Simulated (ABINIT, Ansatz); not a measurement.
# How the form of the self-energy moves the gap of BeTe (F-43m)

Wanted: the gap of BeTe (F-43m) under several approximations, with cost.

Method: PBE and many-body steps on it, plane waves, in ABINIT 10.8.3.

**Experimental background.**

- Gap 2.7 eV: absolute (indirect, Gamma to X) gap; bulk crystal (quoted from earlier experiment) (quoted in “The band structure of BeTe - a combined experimental and theoretical study”, 1997, arxiv:cond-mat/9712266).

- Gap 2.8 eV: absolute (indirect, Gamma to X) gap, second literature value; film (quoted from earlier experiment) (quoted in “The band structure of BeTe - a combined experimental and theoretical study”, 1997, arxiv:cond-mat/9712266).

Report form: the programs' logs are mostly left out.

### 1. The starting structure

It takes space group F-43m (No. 216, cubic). The conventional cell has a = 5.663 Å, b = 5.663 Å, c = 5.663 Å, α = 90.00°, β = 90.00°, γ = 90.00°. Nearest to Be lie 4 Te at 2.45 Å. Te has 4 Be at 2.45 Å nearest. Farther neighbours and most contacts between anions are not listed.

The cell and positions are those that the Materials Project relaxed with its own functionals (PBE, PBE+U or r2SCAN), kept fixed. Spin-orbit coupling is left out unless a step names it.

### 2. Empty states on the mesh, 6×6×6 mesh, 429 bands

This step: ABINIT 10.8.3; DFT, PBE, plane waves, norm-conserving pseudopotentials.

The sums over transitions need many empty states on a uniform mesh; this step solves for them.

run.abi

```
acell 3*1.0 Angstrom
rprim 
  -0.000000000000 2.831458787600 2.831458787600
  2.831458787600 0.000000000000 2.831458787600
  2.831458787600 2.831458787600 0.000000000000
ntypat 2
znucl 4 52
natom 2
typat 1 2
xred 
  0.000000000000 0.000000000000 0.000000000000
  0.750000000000 0.750000000000 0.750000000000
pp_dirpath "pseudos"
pseudos "Be.upf, Te.upf"
ecut 49
ngkpt 6 6 6
nshiftk 1
shiftk 0 0 0
kptopt 1
chksymbreak 0
irdden 1
istwfk *1
nband 429
prtvol 0
optdriver 6
gwr_task "HDIAGO"
paral_kgb 0
occopt 1
indata_prefix "in"
outdata_prefix "out"
tmpdata_prefix "tmp"
```

Run with:

```bash
$ OMP_NUM_THREADS=1 mpirun -n 8 abinit run.abi > log
```

Run time: 4.9 min. Hardware: 8 MPI ranks of Arm Neoverse N1, shared host; peak memory 11 GiB.

This step gave:

```yaml
gap: 2.027 eV
k_of_the_valence_top: 0, 0, 0
k_of_the_conduction_bottom: 0.5, 0.5, 0
least_direct_gap: 3.644 eV
k_points_computed: 16
lowest_point_of_the_top_converged_band_above_the_valence_top: 236.4111 eV
```

On this mesh the gap is 2.027 eV.

The density comes from a self-consistent run that is not shown.

### 3. Screening, 6×6×6 mesh, 180 bands, screening to 212.2 eV

The RPA dielectric matrix is built and inverted for each q.

This step: RPA screening on PBE, plane waves, norm-conserving pseudopotentials.

Changes to run.abi since step 2:

```diff
@@ -20,10 +20,11 @@
 chksymbreak 0
-irdden 1
 istwfk *1
-nband 429
-prtvol 0
-optdriver 6
-gwr_task "HDIAGO"
-paral_kgb 0
 occopt 1
+irdwfk 1
+optdriver 3
+nband 180
+ecuteps 7.8
+inclvkb 2
+awtr 1
+symchi 1
 indata_prefix "in"
```

Run time: 17 min. Hardware: 8 MPI ranks; peak memory 4.6 GiB.

Numbers from this step:

```
ε∞ with local fields, on this mesh, along the program's q direction : 7.331
the same without local fields                                       : 8.484
plasma frequency                                                    : 29.16 eV
plane waves in the screening matrix                                 : 331
```

Local fields lower ε∞ by 14 %.

### 4. G0W0, Godby-Needs plasmon pole

The self-energy is evaluated for the states that the input lists, and the levels follow from it, in one-shot runs by the linearised quasiparticle equation.

This step: G0W0 on PBE, plane waves, norm-conserving pseudopotentials.

Changes to run.abi since step 3:

```diff
@@ -23,8 +23,17 @@
 irdwfk 1
-optdriver 3
+optdriver 4
 nband 180
+gwcalctyp 0
+ecutsigx 49
+symsigma 1
+nkptgw 2
+kptgw 
+  0.0000000000 0.0000000000 0.0000000000
+  0.5000000000 0.5000000000 0.0000000000
+bdgw 
+  12 17
+  13 16
 ecuteps 7.8
-inclvkb 2
-awtr 1
-symchi 1
+irdscr 1
+ppmodel 1
 indata_prefix "in"
```

Elapsed: 57 s, on 8 MPI ranks; peak memory 4.1 GiB.

Numbers from this step:

- G0W0 gap on the points computed: 2.874 eV
- starting gap on the mesh: 2.027 eV
- k of the valence top: 0, 0, 0
- k of the conduction bottom: 0.5, 0.5, 0
- Z at the valence top: 0.804
- Z at the conduction bottom: 0.817
- least direct G0W0 gap on the computed points: 4.727 eV

The gap on the mesh goes from 2.03 eV to 2.87 eV, a correction of +0.85 eV.

### 5. G0W0, von der Linden-Horsch plasmon pole

Changes to run.abi since step 4:

```diff
@@ -37,3 +37,3 @@
 irdscr 1
-ppmodel 1
+ppmodel 3
 indata_prefix "in"
```

Wall time 29 s (8 MPI ranks); peak memory 3.7 GiB.

Numbers from this step:

- G0W0 gap on the points computed: 2.987 eV
- starting gap on the mesh: 2.027 eV
- k of the valence top: 0, 0, 0
- k of the conduction bottom: 0.5, 0.5, 0
- Z at the valence top: 0.888
- Z at the conduction bottom: 0.9
- least direct G0W0 gap on the computed points: 4.865 eV

Against G0W0 in ABINIT (6×6×6 mesh, 180 bands, screening to 212.2 eV, Godby-Needs plasmon pole), the gap moves by +0.113 eV.

### 6. G0W0, Hybertsen-Louie plasmon pole

Changes to run.abi since step 5:

```diff
@@ -37,3 +37,3 @@
 irdscr 1
-ppmodel 3
+ppmodel 2
 indata_prefix "in"
```

Elapsed: 58 s, on 8 MPI ranks; peak memory 3.9 GiB.

Numbers from this step:

```
G0W0 gap on the points computed              : 3.015 eV
starting gap on the mesh                     : 2.027 eV
k of the valence top                         : 0, 0, 0
k of the conduction bottom                   : 0.5, 0.5, 0
least direct G0W0 gap on the computed points : 4.86 eV
```

Against G0W0 in ABINIT (6×6×6 mesh, 180 bands, screening to 212.2 eV, Godby-Needs plasmon pole), the gap moves by +0.141 eV.

### 7. One-shot COHSEX

This step: one-shot COHSEX on PBE, plane waves, norm-conserving pseudopotentials.

Changes to run.abi since step 6:

```diff
@@ -25,3 +25,3 @@
 nband 180
-gwcalctyp 0
+gwcalctyp 7
 ecutsigx 49
@@ -37,3 +37,2 @@
 irdscr 1
-ppmodel 2
 indata_prefix "in"
```

Run time: 7.5 s. Hardware: 8 MPI ranks; peak memory 2.3 GiB; 59 s of CPU time.

This step gave:

| Property | Result |
| --- | --- |
| quasiparticle gap on the points computed | 3.643 eV |
| starting gap on the mesh | 2.027 eV |
| k of the valence top | 0, 0, 0 |
| k of the conduction bottom | 0.5, 0.5, 0 |
| least direct quasiparticle gap on the computed points | 5.397 eV |

Against G0W0 in ABINIT (6×6×6 mesh, 180 bands, screening to 212.2 eV, Godby-Needs plasmon pole), the gap moves by +0.769 eV.

### 8. One-shot Hartree-Fock

This step: one-shot Hartree-Fock on PBE, plane waves, norm-conserving pseudopotentials.

Changes to run.abi since step 7:

```diff
@@ -24,4 +24,4 @@
 optdriver 4
-nband 180
-gwcalctyp 7
+nband 18
+gwcalctyp 5
 ecutsigx 49
@@ -35,4 +35,4 @@
   13 16
-ecuteps 7.8
-irdscr 1
+ixc_sigma 40
+fftgw 31
 indata_prefix "in"
```

Wall time 5.9 s (8 MPI ranks); peak memory 0.54 GiB.

Numbers from this step:

```yaml
quasiparticle_gap_on_the_points_computed: 7.558 eV
starting_gap_on_the_mesh: 2.027 eV
k_of_the_valence_top: 0, 0, 0
k_of_the_conduction_bottom: 0.5, 0.5, 0
least_direct_quasiparticle_gap_on_the_computed_points: 9.857 eV
```

Against G0W0 in ABINIT (6×6×6 mesh, 180 bands, screening to 212.2 eV, Godby-Needs plasmon pole), the gap moves by +4.684 eV.

### 9. The runs together

Times are wall times on 8 MPI ranks of Arm Neoverse N1, shared host, good to a factor of about two. A run's time includes the screening step that it read.

```
                                     run   mesh  bands  screening cutoff (eV)  DFT gap (eV)  gap on the mesh (eV)  direct (eV)  ε∞ used    time
          G0W0, Godby-Needs plasmon pole  6×6×6    180                  212.2         2.027                 2.874        4.727     7.33  18 min
G0W0, von der Linden-Horsch plasmon pole  6×6×6    180                  212.2         2.027                 2.987        4.865     7.33  17 min
      G0W0, Hybertsen-Louie plasmon pole  6×6×6    180                  212.2         2.027                 3.015        4.860     7.33  18 min
                         one-shot COHSEX  6×6×6    180                  212.2         2.027                 3.643        5.397     7.33  17 min
                   one-shot Hartree-Fock  6×6×6      -                      -         2.027                 7.558        9.857        -   5.9 s
```

### 10. Results

* G0W0, Godby-Needs plasmon pole: 2.874 eV
* G0W0, von der Linden-Horsch plasmon pole: 2.987 eV
* G0W0, Hybertsen-Louie plasmon pole: 3.015 eV
* one-shot COHSEX: 3.643 eV
* one-shot Hartree-Fock: 7.558 eV
* known limits: not at the basis limit; no spin-orbit coupling

**Reading.** G0W0, von der Linden-Horsch plasmon pole: +0.113 eV against G0W0, Godby-Needs plasmon pole. G0W0, Hybertsen-Louie plasmon pole: +0.141 eV against G0W0, Godby-Needs plasmon pole. One-shot COHSEX: +0.769 eV against G0W0, Godby-Needs plasmon pole. One-shot Hartree-Fock: +4.684 eV against G0W0, Godby-Needs plasmon pole. Bare exchange alone opens the gap to 7.56 eV; against G0W0, correlation takes back 4.68 eV. Static COHSEX lies above G0W0: it lacks the factor Z and overstates the Coulomb hole of the filled states. Against experiment, by G0W0, Godby-Needs plasmon pole: the gap of 2.87 eV lies +0.17 eV from the measured 2.7 eV (indirect, quoted 1997); the gap of 2.87 eV lies +0.07 eV from the measured 2.8 eV (indirect, quoted 1997). These are gaps on the mesh, at modest bands and cutoff. The calculation has static nuclei and no excitons; a measured gap holds zero-point and thermal motion, which mostly lowers it. With atoms this heavy the missing spin-orbit coupling can matter too. Bands and cutoff are finite, so the gap is not at the basis limit. The miss can reach some tenths of an eV and take either sign; the mesh is an error of its own. In the G0W0 runs levels were corrected at 2 k points alone, so a gap called «on the mesh» is the least over those, and an edge elsewhere would be missed.

[Paths, hosts, dates, memory and timing lines, banners, echoed tables and standing remarks are left out of the program output.]

[Logs are printed without paths, hosts, clocks, repeated set-up lines and the standing remarks that a program may print on its own settings, such as how far it seeks lower states.]

[Runs of the session that timed out or met a known fault of the program may be left out.]

[Hosts, paths, dates, database ids (printed as entryN), source tags and the programs' standing remarks are cut or masked in the printed files.]

[G0W0 gaps are taken among the corrected bands and points alone; a level outside them can change the order at an edge.]

[Where Ansatz stands beside ABINIT at settings called matched, ABINIT's density can come from a denser mesh and the files from another edition; pairs whose starting gaps differed by over 0.03 eV were left out, so agreement reads better than it is.]
